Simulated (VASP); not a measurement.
**TiS2: relaxation of cell and atoms with PBE**

The system is TiS2.

```
Ti S
1.0
     3.41185    0.00000    0.00000
    -1.70593    2.95475    0.00000
     0.00000    0.00000    6.49206
Ti S
1 2
Direct
  0.00000 0.00000 0.00000
  0.33333 0.66667 0.21892
  0.66667 0.33333 0.78108
```

The cell was built by a generator and needn't be a form met in nature.

```json
{
  "Program": "VASP 6.6.1",
  "Task": "relaxation of cell and atoms",
  "Functional": "PBE",
  "Potentials or basis": "VASP PAW PBE potentials, release 64 (Ti_sv, S)",
  "Cutoff": "600 eV",
  "k mesh": "12 × 12 × 7",
  "Occupations": "methfessel-paxton, width 0.1 eV",
  "Spin": "no spin polarisation",
  "Further INCAR settings": "ALGO = Normal; EDIFF = 1e-07; IBRION = 2; EDIFFG = -0.005; NSW = 90; ISIF = 3"
}
```

| Property | Result |
| --- | --- |
| Relaxed volume | 21.83 Å³/atom |
| Relaxed cell | a = 3.413 Å, b = 3.413 Å, c = 6.490 Å, α = 90.00°, β = 90.00°, γ = 120.00° |
| Space group after relaxing (to 0.05 Å) | P-3m1 (No. 164) |
| Energy gained by relaxing | 0.0 meV/atom |
| Ionic steps | 4 |
| Pressure after relaxing | 0.0 GPa |
| Band gap on the k mesh | none (metal or under the smearing width) |

Final structure:
```cif
data_structure
_symmetry_space_group_name_H-M 'P 1'
_symmetry_Int_Tables_number 1
_cell_length_a 3.4135
_cell_length_b 3.4135
_cell_length_c 6.4897
_cell_angle_alpha 90.000
_cell_angle_beta 90.000
_cell_angle_gamma 120.000
_cell_volume 65.49
loop_
_atom_site_label
_atom_site_type_symbol
_atom_site_fract_x
_atom_site_fract_y
_atom_site_fract_z
_atom_site_occupancy
Ti1 Ti 0.00000 0.00000 0.00000 1
S1 S 0.33333 0.66667 0.21881 1
S2 S 0.66667 0.33333 0.78119 1
```

Levels at points of the mesh, in eV from the Fermi level:
```
           k point  band 9  band 10  band 11  band 12  band 13  band 14  band 15  band 16
(0.00, 0.00, 0.00)   -2.78    -0.83     0.01     0.01     0.43     0.43     0.90     3.55
(0.50, 0.00, 0.00)   -2.86    -2.72    -2.18    -1.44     0.12     1.45     1.84     3.62
```

Run time: 3.8 min on 1 thread of Intel(R) Xeon(R) Platinum 8488C (Sapphire Rapids), with other jobs on the host, peak memory 0.29 GiB.

Caveat: this functional lacks dispersion, which binds the layers, so the pressure and a relaxed spacing across them are unreliable.
